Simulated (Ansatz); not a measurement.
# Ruthenium, diamond under PBE: ground state and equation of state, part 2 of 2

The plan for ruthenium in the diamond structure: relax it, solve it on a dense k-mesh, switch on spin-orbit coupling, then scale the cell to 7 volumes from 88 to 112 % of the relaxed one and try a fit of the equation of state. The k-meshes are 10×10×10 for the relaxation; 16×16×16 for the dense run; 10×10×10 for spin-orbit coupling; 11×11×11 for the volumes.

Ansatz 0.2.0; DFT, PBE, plane waves (420 eV) with PAW, scalar-relativistic.

**6. The cell scaled to 92 % of its volume**

This is Ru in the diamond structure; at room conditions it is hcp.

input.yaml reads:

```yaml
crystal:
  lattice:
    - [0.0, 2.6530695373, 2.6530695373]
    - [2.6530695373, 0.0, 2.6530695373]
    - [2.6530695373, 2.6530695373, 0.0]
  atoms:
    - { symbol: Ru, position: [0.125, 0.125, 0.125] }
    - { symbol: Ru, position: [0.875, 0.875, 0.875] }
hamiltonian:
  xc: pbe
  pseudopotentials:
    kind: paw
    azcp:
      Ru: "pseudopotentials/Ru.paw.azcp"
basis:
  ecutwfc: 420
  fft_grid_basis: typed
kpoints:
  mp_grid: { grid: [11, 11, 11], shift: [0, 0, 0] }
magnetization:
  spin_polarized: false
scf:
  occupations: { method: fermi_dirac, width: 0.1 }
  lower_state_search: "off"
output:
  stress: true
```

What it wrote, cut to the lines that bear on the results:

```text
[...]
Pseudopotentials: kind: paw
Pseudopotential: Ru, paw, valence charge 16, recommended cutoff 420 eV (normal), <dir>
Functional definition: PBE
[...]
Crystal: 2 atoms, lattice volume = 37.349 Å³
Basis set: ecut = 420 eV, 725 PW (Γ)
Bands: 20, of which v1, the nominal top of the filled ones, is band 16 counted from 1 (15 counted from 0)
Symmetry: 48 space group operations
Space group: Fd-3m (ITA 227), of the structure as read, at distance tolerance 3.3e-5 Å
k-points: 56 of 1331
[...]
SCF iter   1: F=—  HF=-11754.889111 eV  |F-HF|=—  |Δ(HF+E_count)|=         —  Δρ=8.58e-3  dr2=2.28e-2  ethr=1.77e-3  ⟨swp⟩=5.1  Hψ=4925  notcnv=0
[...]
SCF iter   6: F=-11754.884672 eV  HF=-11754.884672 eV  |F-HF|=9.01e-9  |Δ(HF+E_count)|=   1.62e-7  Δρ=9.69e-6  dr2=4.21e-8  ethr=3.13e-10  ⟨swp⟩=4.0  Hψ=4082  notcnv=0
[...]
SCF converged after 6 iterations
Free energy (F): -11754.884672 eV
[...]
E sigma→0 (E₀):  -11754.856320 eV
Entropy (-TS):   -0.056703 eV (-28.351 meV/atom)
Fermi energy:    15.878344 eV
[...]
--- Stress (GPa, compression-positive) ---
       16.549028       0.000000       0.000000
        0.000000      16.549028       0.000000
       -0.000000       0.000000      16.549028
  P = ⅓ Tr σ = 16.5490 GPa (165.490 kbar)
```

It took 2 s on 1 thread of an x86-64 CPU, shared host; peak memory 0.5 GiB.

**7. The cell scaled to 96 % of its volume**

input.yaml, as its differences from that of step 6:

```diff
@@ -2,5 +2,5 @@
   lattice:
-    - [0.0, 2.6530695373, 2.6530695373]
-    - [2.6530695373, 0.0, 2.6530695373]
-    - [2.6530695373, 2.6530695373, 0.0]
+    - [0.0, 2.690975652, 2.690975652]
+    - [2.690975652, 0.0, 2.690975652]
+    - [2.690975652, 2.690975652, 0.0]
   atoms:
```

What it wrote, cut to the lines that bear on the results:

```text
[...]
[... 3 set-up lines as earlier in the session ...]
[...]
Crystal: 2 atoms, lattice volume = 38.973 Å³
Basis set: ecut = 420 eV, 749 PW (Γ)
Bands: 20, of which v1, the nominal top of the filled ones, is band 16 counted from 1 (15 counted from 0)
[... 2 set-up lines as earlier in the session ...]
k-points: 56 of 1331
[...]
SCF iter   1: F=—  HF=-11755.008250 eV  |F-HF|=—  |Δ(HF+E_count)|=         —  Δρ=9.00e-3  dr2=2.64e-2  ethr=1.77e-3  ⟨swp⟩=5.3  Hψ=4829  notcnv=0
[...]
SCF iter   6: F=-11755.003976 eV  HF=-11755.003976 eV  |F-HF|=3.70e-8  |Δ(HF+E_count)|=   3.47e-7  Δρ=1.33e-5  dr2=7.74e-8  ethr=3.13e-10  ⟨swp⟩=4.0  Hψ=4096  notcnv=0
[...]
SCF converged after 6 iterations
Free energy (F): -11755.003976 eV
[...]
E sigma→0 (E₀):  -11754.974213 eV
Entropy (-TS):   -0.059526 eV (-29.763 meV/atom)
Fermi energy:    14.986762 eV
[...]
--- Stress (GPa, compression-positive) ---
        7.344286       0.000000      -0.000000
        0.000000       7.344286       0.000000
       -0.000000       0.000000       7.344286
  P = ⅓ Tr σ = 7.3443 GPa (73.443 kbar)
```

Run time: 3.2 s. Hardware: 1 thread of an x86-64 CPU, shared host; peak memory 0.5 GiB.

**8. The cell scaled to 100 % of its volume**

input.yaml, as its differences from that of step 7:

```diff
@@ -2,5 +2,5 @@
   lattice:
-    - [0.0, 2.690975652, 2.690975652]
-    - [2.690975652, 0.0, 2.690975652]
-    - [2.690975652, 2.690975652, 0.0]
+    - [0.0, 2.7278429134, 2.7278429134]
+    - [2.7278429134, 0.0, 2.7278429134]
+    - [2.7278429134, 2.7278429134, 0.0]
   atoms:
```

What it wrote, cut to the lines that bear on the results:

```text
[...]
[... 3 set-up lines as earlier in the session ...]
[...]
Crystal: 2 atoms, lattice volume = 40.596 Å³
Basis set: ecut = 420 eV, 821 PW (Γ)
Bands: 20, of which v1, the nominal top of the filled ones, is band 16 counted from 1 (15 counted from 0)
[... 2 set-up lines as earlier in the session ...]
k-points: 56 of 1331
[...]
SCF iter   1: F=—  HF=-11755.043757 eV  |F-HF|=—  |Δ(HF+E_count)|=         —  Δρ=8.97e-3  dr2=2.77e-2  ethr=1.77e-3  ⟨swp⟩=5.1  Hψ=4778  notcnv=0
[...]
SCF iter   7: F=-11755.039886 eV  HF=-11755.039886 eV  |F-HF|=4.52e-9  |Δ(HF+E_count)|=   8.90e-8  Δρ=3.34e-6  dr2=2.74e-9  ethr=3.13e-10  ⟨swp⟩=4.0  Hψ=3629  notcnv=0
[...]
SCF converged after 7 iterations
Free energy (F): -11755.039886 eV
[...]
E sigma→0 (E₀):  -11755.008698 eV
Entropy (-TS):   -0.062376 eV (-31.188 meV/atom)
Fermi energy:    14.167260 eV
[...]
--- Stress (GPa, compression-positive) ---
        0.019881       0.000000      -0.000000
       -0.000000       0.019881      -0.000000
       -0.000000       0.000000       0.019881
  P = ⅓ Tr σ = 0.0199 GPa (0.199 kbar)
```

It took 2.6 s on 1 thread of an x86-64 CPU, shared host; peak memory 0.5 GiB.

**9. The cell scaled to 104 % of its volume**

input.yaml, as its differences from that of step 8:

```diff
@@ -2,5 +2,5 @@
   lattice:
-    - [0.0, 2.7278429134, 2.7278429134]
-    - [2.7278429134, 0.0, 2.7278429134]
-    - [2.7278429134, 2.7278429134, 0.0]
+    - [0.0, 2.7637396999, 2.7637396999]
+    - [2.7637396999, 0.0, 2.7637396999]
+    - [2.7637396999, 2.7637396999, 0.0]
   atoms:
```

What it wrote, cut to the lines that bear on the results:

```text
[...]
[... 3 set-up lines as earlier in the session ...]
[...]
Crystal: 2 atoms, lattice volume = 42.220 Å³
Basis set: ecut = 420 eV, 869 PW (Γ)
Bands: 20, of which v1, the nominal top of the filled ones, is band 16 counted from 1 (15 counted from 0)
[... 1 set-up line as earlier in the session ...]
Space group: Fd-3m (ITA 227), of the structure as read, at distance tolerance 3.5e-5 Å
k-points: 56 of 1331
[...]
SCF iter   1: F=—  HF=-11755.012379 eV  |F-HF|=—  |Δ(HF+E_count)|=         —  Δρ=8.66e-3  dr2=2.68e-2  ethr=1.77e-3  ⟨swp⟩=5.2  Hψ=4702  notcnv=0
[...]
SCF iter   7: F=-11755.009454 eV  HF=-11755.009454 eV  |F-HF|=5.70e-9  |Δ(HF+E_count)|=   1.20e-7  Δρ=3.82e-6  dr2=3.74e-9  ethr=3.13e-10  ⟨swp⟩=4.0  Hψ=3640  notcnv=0
[...]
SCF converged after 7 iterations
Free energy (F): -11755.009454 eV
[...]
E sigma→0 (E₀):  -11754.976825 eV
Entropy (-TS):   -0.065258 eV (-32.629 meV/atom)
Fermi energy:    13.411531 eV
[...]
--- Stress (GPa, compression-positive) ---
       -5.800277      -0.000000      -0.000000
        0.000000      -5.800277       0.000000
       -0.000000       0.000000      -5.800277
  P = ⅓ Tr σ = -5.8003 GPa (-58.003 kbar)
```

Run time: 3.8 s. Hardware: 1 thread of an x86-64 CPU, shared host; peak memory 0.5 GiB.

**10. The cell scaled to 108 % of its volume**

input.yaml, as its differences from that of step 9:

```diff
@@ -2,5 +2,5 @@
   lattice:
-    - [0.0, 2.7637396999, 2.7637396999]
-    - [2.7637396999, 0.0, 2.7637396999]
-    - [2.7637396999, 2.7637396999, 0.0]
+    - [0.0, 2.798727461, 2.798727461]
+    - [2.798727461, 0.0, 2.798727461]
+    - [2.798727461, 2.798727461, 0.0]
   atoms:
```

What it wrote, cut to the lines that bear on the results:

```text
[...]
[... 3 set-up lines as earlier in the session ...]
[...]
Crystal: 2 atoms, lattice volume = 43.844 Å³
Basis set: ecut = 420 eV, 869 PW (Γ)
Bands: 20, of which v1, the nominal top of the filled ones, is band 16 counted from 1 (15 counted from 0)
[... 2 set-up lines as earlier in the session ...]
k-points: 56 of 1331
[...]
SCF iter   1: F=—  HF=-11754.928386 eV  |F-HF|=—  |Δ(HF+E_count)|=         —  Δρ=8.21e-3  dr2=2.47e-2  ethr=1.77e-3  ⟨swp⟩=5.2  Hψ=4611  notcnv=0
[...]
SCF iter   7: F=-11754.926377 eV  HF=-11754.926377 eV  |F-HF|=7.24e-9  |Δ(HF+E_count)|=   1.52e-7  Δρ=3.91e-6  dr2=4.20e-9  ethr=3.13e-10  ⟨swp⟩=4.0  Hψ=3643  notcnv=0
[...]
SCF converged after 7 iterations
Free energy (F): -11754.926377 eV
[...]
E sigma→0 (E₀):  -11754.892291 eV
Entropy (-TS):   -0.068172 eV (-34.086 meV/atom)
Fermi energy:    12.712866 eV
[...]
--- Stress (GPa, compression-positive) ---
      -10.412972      -0.000000       0.000000
        0.000000     -10.412972      -0.000000
       -0.000000       0.000000     -10.412972
  P = ⅓ Tr σ = -10.4130 GPa (-104.130 kbar)
```

Run time: 3.5 s. Hardware: 1 thread of an x86-64 CPU, shared host; peak memory 0.51 GiB.

**11. The cell scaled to 112 % of its volume**

input.yaml, as its differences from that of step 10:

```diff
@@ -2,5 +2,5 @@
   lattice:
-    - [0.0, 2.798727461, 2.798727461]
-    - [2.798727461, 0.0, 2.798727461]
-    - [2.798727461, 2.798727461, 0.0]
+    - [0.0, 2.8328616478, 2.8328616478]
+    - [2.8328616478, 0.0, 2.8328616478]
+    - [2.8328616478, 2.8328616478, 0.0]
   atoms:
```

What it wrote, cut to the lines that bear on the results:

```text
[...]
[... 3 set-up lines as earlier in the session ...]
[...]
Crystal: 2 atoms, lattice volume = 45.468 Å³
Basis set: ecut = 420 eV, 893 PW (Γ)
Bands: 20, of which v1, the nominal top of the filled ones, is band 16 counted from 1 (15 counted from 0)
[... 1 set-up line as earlier in the session ...]
Space group: Fd-3m (ITA 227), of the structure as read, at distance tolerance 3.6e-5 Å
k-points: 56 of 1331
[...]
SCF iter   1: F=—  HF=-11754.802693 eV  |F-HF|=—  |Δ(HF+E_count)|=         —  Δρ=7.76e-3  dr2=2.23e-2  ethr=1.77e-3  ⟨swp⟩=5.1  Hψ=4514  notcnv=0
[...]
SCF iter   6: F=-11754.801664 eV  HF=-11754.801664 eV  |F-HF|=1.22e-9  |Δ(HF+E_count)|=   1.11e-7  Δρ=2.45e-6  dr2=2.67e-9  ethr=2.53e-10  ⟨swp⟩=2.7  Hψ=3960  notcnv=0
[...]
SCF converged after 6 iterations
Free energy (F): -11754.801664 eV
[...]
E sigma→0 (E₀):  -11754.766102 eV
Entropy (-TS):   -0.071123 eV (-35.562 meV/atom)
Fermi energy:    12.065384 eV
[...]
--- Stress (GPa, compression-positive) ---
      -14.051010       0.000000       0.000000
       -0.000000     -14.051010       0.000000
        0.000000       0.000000     -14.051010
  P = ⅓ Tr σ = -14.0510 GPa (-140.510 kbar)
```

Wall time 2.5 s (1 thread of an x86-64 CPU, shared host); peak memory 0.52 GiB.

**12. The equation of state**

The cell was scaled evenly, with its shape and the fractional positions fixed.

```tsv
V (Å³/atom)	E − E₀ (meV/atom)	P from the stress (GPa)	P from the fit (GPa)
17.862	187.5	28.12	28.03
18.674	76.2	16.55	16.40
19.486	17.2	7.34	7.19
20.298	0.0	0.02	-0.12
21.110	15.9	-5.80	-5.93
21.922	58.2	-10.41	-10.56
22.734	121.3	-14.05	-14.23
```

Fit (Birch-Murnaghan, third order): V₀ = 20.284 Å³/atom, B₀ = 163 GPa, B₀′ = 4.7, largest residual 0.05 meV/atom.

The fit is made to E(σ → 0), while the stress belongs to the free energy F; that is one source of the offset between the two pressures.

**13. Summary of results**

What follows sums up all 2 parts.

| quantity | value |
| --- | --- |
| space group (spins left aside) | Fd-3m (No. 227) |
| conventional cell | a = 5.456 Å |
| volume | 20.298 Å³/atom |
| shortest distance | 2.362 Å |
| gap on the mesh | none (levels filled in part) |
| relative to hcp | +1186 meV/atom |
| V₀, B₀, B₀′ | 20.284 Å³/atom, 163 GPa, 4.7 |

**Reading.** From the guessed start the volume grew by 10.9 % in 5 steps. It lies 1186 meV/atom above the element's reference form at the same level (hcp, from a run of its own), so it is far from stable. No gap shows: it is a metal or semimetal at this level. The total energy of the spin-orbit run lies -1.6 eV/atom from the scalar one, but the two kinds of run don't share a zero of energy: only differences within one kind count. The fitted modulus is 163 GPa. The symmetry was held, so the structure may be unstable against distortions that break it.
